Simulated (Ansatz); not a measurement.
Below is a relaxed structure of AlN. The cell was found from a structure generator's guess, not taken from experiment.

The calculation used DFT PBE, scalar-relativistic, plane waves, PAW in Ansatz. Cutoff 420 eV, Γ-centred mesh, Gaussian smearing, no spin polarisation.

```yaml
crystal:
  lattice:
    - [3.88619, 0.00000, 0.00000]
    - [0.00000, 2.97731, 0.00000]
    - [-0.84474, 0.00000, 4.09042]
  atoms:
    - { symbol: Al, position: [0.05943, 0.00000, 0.15735] }
    - { symbol: Al, position: [0.72463, 0.50000, 0.58467] }
    - { symbol: N, position: [0.07071, 0.00000, 0.69377] }
    - { symbol: N, position: [0.40131, 0.00000, 0.56422] }
```

Formation energies are uncorrected and refer to the elements' standard structures at the same level (N₂ as a molecule).

Task: What space group does it have?

Result: Pm (No. 6). Conventional cell: a = 3.886 Å, b = 2.977 Å, c = 4.177 Å, β = 101.7°. Al on its first site is surrounded by 2 N at 1.93–1.95 Å and 1 N at 2.23 Å; Al on its second site is surrounded by 4 N at 1.94–2.00 Å; N on its first site is surrounded by 1 N at 1.49 Å, 3 Al at 1.95–2.00 Å and 1 Al at 2.23 Å; around N on its second site lie 1 N at 1.49 Å and 3 Al at 1.93–1.94 Å.

Task: How far does it lie from the elements in energy?

Result: −0.09 eV/atom.

Task: Is it a metal?

Result: There is no gap on the 12×16×12 mesh, but valence and conduction bands overlap by only 0.21 eV, so at this level it is a semimetal.

The last run used a 12×16×12 mesh (in the run's order of axes) for its 4-atom cell and Gaussian smearing of 0.10 eV. The zero gap may come from the functional, which often closes small gaps, or the cell may be a true semimetal. Symmetry constrained the relaxation, so the result can be a saddle point. Another cell of AlN relaxed alike, in P6_3mc, lies 1.26 eV/atom lower, so this cell isn't the stable form at this level.
